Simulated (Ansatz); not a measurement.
**InP under changes of volume**

One of the cells (25.167 Å³/atom); the others are scaled copies at fixed shape and fractional positions:

```
In P
1.0
     0.00000    2.93050    2.93050
     2.93050    0.00000    2.93050
     2.93050    2.93050    0.00000
In P
1 1
Direct
  0.00000 0.00000 0.00000
  0.75000 0.75000 0.75000
```

| Property | Result |
| --- | --- |
| Program | Ansatz 0.2.0 |
| Functional | r2SCANh |
| Potentials or basis | Ansatz PAW |
| Cutoff | 500 eV (not typed: the program's choice for these potentials) |
| k mesh | 4 × 4 × 4 |
| Occupations | fermi-dirac, width 0.05 eV |
| Spin | no spin polarisation |

| volume (Å³/atom) | energy over the lowest point (meV/atom) | pressure (GPa) | gap on the mesh (eV) |
| --- | --- | --- | --- |
| 23.657 | ? | ? | ? |
| 24.160 | 21.21 | 4.8 | 1.91 |
| 24.663 | 8.90 | 3.0 | 1.79 |
| 25.167 | 2.01 | 1.4 | 1.66 |
| 25.670 | 0.00 | -0.1 | 1.54 |
| 26.173 | 2.38 | -1.4 | 1.42 |
| 26.677 | 8.68 | -2.6 | 1.30 |

**Question.** What does the run at 23.657 Å³/atom give?

**Answer.** Energy over the lowest point 39.56 meV/atom; pressure 6.9 GPa; gap on the mesh 2.04 eV.

Worked out: A Birch-Murnaghan fit of order 3 (a polynomial in V^(-2/3)) to the other rows has its minimum at 25.64 Å³/atom with B0 = V·E''(V) = 71 GPa and B' = 4.5. It gives 39.58 meV/atom at 23.657 Å³/atom, against the run's 39.56, and -dE/dV = 6.9 GPa, against 6.9. A straight line through the other rows of the gap, of slope -6.17 eV per unit of ln V (its deformation potential), extrapolates to 2.04 eV, against the run's 2.04.

Energies are extrapolated to zero smearing.

Caveats: all runs use coarse meshes; spin-orbit coupling is left out, which moves the levels of the heavy elements; the PAW data sets come from PBE, with cores solved anew for the run's functional, which leaves a small shift of forces and pressure; the thresholds are loose for stress.
